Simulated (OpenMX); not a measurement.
The system is Zn.

```xyz
2
Lattice="2.6700 0.0000 0.0000 -1.3350 2.3123 0.0000 0.0000 0.0000 4.9660" Properties=species:S:1:pos:R:3 pbc="T T T"
Zn    1.3350    0.7708    3.7245
Zn    0.0000    1.5415    1.2415
```

```yaml
Program: OpenMX 3.8.5
Task: single point
Functional: PBE
Potentials_or_basis: OpenMX 2013 PBE set, Zn6.0H-s3p2d2, grid cutoff 500 Ry
k_mesh: 11 × 11 × 7
Occupations: fermi-dirac, width 0.05 eV
Spin: no spin polarisation
```

On this cell: pressure 0.8 GPa; largest force 0.006 eV/Å; band gap on the k mesh none (metal or under the smearing width).

The same run follows on a disturbed copy (atoms moved at random, drawn with an rms of 0.05 Å):

```
CELL_PARAMETERS angstrom
2.67000 0.00000 0.00000
-1.33500 2.31229 0.00000
0.00000 0.00000 4.96600
ATOMIC_POSITIONS crystal
Zn 0.66542 0.31974 0.74893
Zn 0.32257 0.68013 0.25107
```

What does the disturbed cell give?

The energy (extrapolated to zero smearing) moves by +0.9 meV/atom; pressure 0.9 GPa; largest force 0.048 eV/Å; band gap on the k mesh none (metal or under the smearing width).

Forces on the atoms (eV/Å):
```
Zn  -0.003  0.028  0.038
Zn   0.026 -0.025 -0.016
```

The forces don't sum to zero, so they hold noise of the program's grid.

Caveats: the basis of atomic orbitals isn't converged, which shifts pressures, moduli and gaps.
